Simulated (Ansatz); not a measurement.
Runs of Ansatz 0.2.0 on HfN. The structure is cubic, space group Fm-3m (No. 225). Conventional cell: a = 4.512 Å, b = 4.512 Å, c = 4.512 Å, α = 90.00°, β = 90.00°, γ = 90.00°. Hf (site symmetry m-3m) has 6 N at 2.26 Å as nearest neighbours. N (site symmetry m-3m) is surrounded by 6 Hf at 2.26 Å. 

```tsv
task	level	potentials or basis	cell	k mesh	cutoff (eV)	smearing	basis error allowed	mesh quality	gap on the mesh (eV)	pressure (GPa)
single point	PBEsol	all-electron LAPW, scalar-relativistic	as given	6 × 6 × 6	343	fermi-dirac 0.03 eV	0.001 eV/atom	coarse	none	-2.0
single point	PBE	all-electron LAPW, scalar-relativistic	as given	7 × 7 × 7	317	fermi-dirac 0.04 eV	0.002 eV/atom	coarse	none	6.9
single point	PBE	all-electron LAPW, scalar-relativistic	as given	10 × 10 × 10	344	gaussian 0.017 eV	0.001 eV/atom	not flagged	none	(a)
band structure	PBEsol	all-electron LAPW, inner shells corrected to Dirac's equation	as given	10 × 10 × 10	343	fermi-dirac 0.05 eV	0.001 eV/atom	not flagged	-	-1.8
relaxation of cell and atoms	PBE+D3(BJ)	all-electron LAPW, scalar-relativistic	relaxed	10 × 10 × 10	-	fermi-dirac 0.05 eV	0.001 eV/atom	not flagged	-	0.0
```

Alike in all rows: no spin polarisation.

**Question.** Estimate the missing entries.

**Answer.** (a) 6.7.

Caveats: some runs use coarse meshes; the k mesh is thin for a metal, which can move the energy by tens of meV per atom (some runs).

A k mesh can miss the band edges, and the runs leave out spin-orbit coupling on Hf.

A gap of «none» marks a metal or a gap under the smearing width.

Not every run made on this cell is shown here.
